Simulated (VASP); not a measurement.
A run of VASP 6.6.1:

INCAR

```
PREC = Accurate
ENCUT = 520
EDIFF = 1E-6
ISMEAR = 0
SIGMA = 0.1
LREAL = F
LASPH = T
NELM = 100
ALGO = Normal
ISIF = 2
LWAVE = F
LCHARG = T
GGA = PS
LELF = T
LVHAR = T
NBANDS = 17
```

KPOINTS

```
Automatic mesh
0
Gamma
  18 18 18
```

The input POSCAR:

```
SnTe
1.0
    0.0000000000      3.1449300000      3.1449300000
    3.1449300000      0.0000000000      3.1449300000
    3.1449300000      3.1449300000      0.0000000000
Sn Te
1 1
Direct
    0.0000000000      0.0000000000      0.0000000000
    0.5000000000      0.5000000000      0.5000000000
```

Potentials or basis: VASP PAW PBE potentials, release 64 (Sn_d, Te).

Command:

```sh
$ cat potpaw_PBE.64/Sn_d/POTCAR potpaw_PBE.64/Te/POTCAR > POTCAR
$ mpirun -np 1 vasp_std > vasp.out
```

Hardware: 1 thread of AMD EPYC 9R45 96-Core Processor (Zen 5), on a shared host.

Estimate the wall time of this run.

Run time: 100 s on 1 thread of AMD EPYC 9R45 96-Core Processor (Zen 5) (shared host), peak memory 0.33 GiB. Counts: scf iterations 12, k points 195.
